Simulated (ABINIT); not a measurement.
The system is C.

```
C
1.0
     0.00000    1.78337    1.78337
     1.78337    0.00000    1.78337
     1.78337    1.78337    0.00000
C
2
Cartesian
  2.6751 2.6751 2.6751
  1.7834 1.7834 1.7834
```

This isn't the form of C at room conditions, which is graphite.

Base run:

```yaml
Program: ABINIT 10.8.3 (patched build)
Functional: AM05
Potentials_or_basis: JTH PAW PBE v2.0
Cutoff: 626 eV
k_mesh: 13 × 13 × 13
Occupations: fermi-dirac, width 0.05 eV
Spin: no spin polarisation
```

Its results: band gap on the k mesh 4.02 eV, indirect (least direct gap 5.52 eV); pressure -6.6 GPa.

**Question.** After a change of settings the same cell gave: band gap on the k mesh 4.05 eV, indirect (least direct gap 5.54 eV); pressure -4.8 GPa. Which change was it?
A. potentials or basis from JTH PAW PBE v2.0 to PseudoDojo NC SR PBEsol v0.4.1 standard; cutoff from 626 eV to 1116 eV
B. functional from AM05 to OLYP; potentials or basis from JTH PAW PBE v2.0 to PseudoDojo NC SR PBE v0.4.1 standard; cutoff from 626 eV to 1116 eV
C. functional from AM05 to PBE; potentials or basis from JTH PAW PBE v2.0 to SG15 NC PBE v1.2; cutoff from 626 eV to 1116 eV
D. functional from AM05 to RPBE; cutoff from 626 eV to 544 eV; fine-grid cutoff from 1224.51 eV to 1088.46 eV

**Answer.** A.

Caveats: the PAW data sets were made with another functional, which shifts forces and pressure a little (some runs); an odd mesh through Γ misses points on the zone boundary, where band edges often lie (some runs); the potentials were made for another functional, which shifts forces and pressure (some runs).

Not every run made on this cell is shown here.
